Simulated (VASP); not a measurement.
A run of VASP 6.6.1 is set up as follows.

INCAR

```
SYSTEM = Al2O3
ALGO     = Normal         ! electronic algorithm
EDIFF    = 1E-6           ! SCF threshold, eV
EDIFFG   = -0.01          ! ionic threshold
ENCUT    = 600            ! plane-wave cutoff, eV
GGA      = PS             ! functional
IBRION   = 2              ! ionic algorithm
ISIF     = 3              ! what is computed and relaxed
ISMEAR   = -1             ! smearing method
LASPH    = .True.         ! aspherical terms in the spheres
LCHARG   = .False.        ! write CHGCAR
LREAL    = .False.        ! projectors in reciprocal space
LWAVE    = .False.        ! write WAVECAR
NELM     = 80             ! most SCF steps
NSW      = 40             ! ionic steps
PREC     = Accurate       ! precision mode
SIGMA    = 0.05           ! smearing width, eV
```

KPOINTS

```
k-points
0
Gamma
  4 4 4
  0 0 0
```

File POSCAR:

```
Al2O3
1.0
    2.7481872800      0.0000000000      4.3310000000
   -1.3740936400      2.3800000000      4.3310000000
   -1.3740936400     -2.3800000000      4.3310000000
Al O
4 6
Direct
    0.3522000000      0.3522000000      0.3522000000
    0.1478000000      0.1478000000      0.1478000000
    0.6478000000      0.6478000000      0.6478000000
    0.8522000000      0.8522000000      0.8522000000
    0.5563000000     -0.0563000000      0.2500000000
   -0.0563000000      0.2500000000      0.5563000000
    0.2500000000      0.5563000000     -0.0563000000
    0.4437000000      1.0563000000      0.7500000000
    1.0563000000      0.7500000000      0.4437000000
    0.7500000000      0.4437000000      1.0563000000
```

Potentials or basis: VASP PAW PBE potentials, release 64 (Al, O).

The run is started by

```sh
$ cat potpaw_PBE.64/Al/POTCAR potpaw_PBE.64/O/POTCAR > POTCAR
$ mpirun -np 1 vasp_std > vasp.out
```

Task: Predict the band gap on the k mesh.

Result: 6.05 eV, direct.

Task: What does it give for the relaxed cell?

Result: a = 5.138 Å, b = 5.138 Å, c = 5.138 Å, α = 55.36°, β = 55.36°, γ = 55.36°.

Task: What does it give for the space group after relaxing (to 0.05 Å)?

Result: R-3c (No. 167).

The path:
```
step  energy change (eV)  largest force (eV/Å)  pressure (GPa)  volume (Å³)
   1              0.0000                0.0516            1.62        84.98
   2             -0.0012                0.0213           -1.42        86.04
   3             -0.0034                0.0242           -0.07        85.57
   4             -0.0034                0.0237           -0.11        85.58
   5             -0.0035                0.0063           -0.02        85.55
```

Caveat: the PAW data sets were made with another functional, which shifts forces and pressure a little. As with any semilocal functional, this PBEsol gap is likely too small.
